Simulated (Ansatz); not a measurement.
Runs of Ansatz 0.2.0 on Re. It takes space group P6_3/mmc (No. 194, hexagonal). Conventional cell: a = 2.761 Å, b = 2.761 Å, c = 4.458 Å, α = 90.00°, β = 90.00°, γ = 120.00°. Re (site symmetry -6m2) is surrounded by 12 Re at 2.74 to 2.76 Å. 

| task | level | potentials or basis | cutoff (eV) | points for each segment of the path | gap on the mesh (eV) | pressure (GPa) | V0 of scaled cells (Å³/atom) | B0 (GPa) |
| --- | --- | --- | --- | --- | --- | --- | --- | --- |
| band structure | LDA | JTH PAW LDA | 1290 | 14 | none | -10.1 | - | - |
| equation of state | BLYP+D3(BJ) | Ansatz PAW | 420 | - | - | - | (c) | 366 |
| band structure | RPBE | Ansatz PAW | 420 | 14 | none | 9.9 | - | - |
| band structure | SVWN5 | Ansatz PAW | 420 | 14 | none | -10.3 | - | - |
| equation of state | m-r2SCAN | Ansatz PAW | 500 | - | - | - | (a) | (b) |
| equation of state | PBEsol | Ansatz PAW | 420 | - | - | - | 14.55 | 389 |
| equation of state | revPBE | Ansatz PAW | 420 | - | - | - | 15.06 | (d) |
| equation of state | r2SCAN+D4 | Ansatz PAW | 500 | - | - | - | 14.62 | 392 |
| equation of state | LDA | Ansatz PAW | 420 | - | - | - | 14.33 | 403 |

Alike in all rows: no spin polarisation; cell as given; k mesh 11 × 11 × 6; smearing fermi-dirac 0.05 eV.

Q: Estimate the missing entries.

A: (a) 14.70; (b) 386; (c) 14.77; (d) 355.

Caveats: the cell was scaled at fixed shape and fractional positions, which overstates the stiffness of a crystal with free parameters, most of all of layers and chains (some runs); spin-orbit coupling is left out, which moves the levels of the heavy elements (some runs); the potentials were made for another functional, which shifts forces and pressure (some runs); the PAW data sets come from PBE, with cores solved anew for the run's functional, which leaves a small shift of forces and pressure (some runs); the PAW data sets were made with another functional, which shifts forces and pressure a little (some runs).

A k mesh can miss the band edges, and the runs leave out spin-orbit coupling on Re.

A gap of «none» marks a metal or a gap under the smearing width.

Runs at the PBE level aren't shown here.
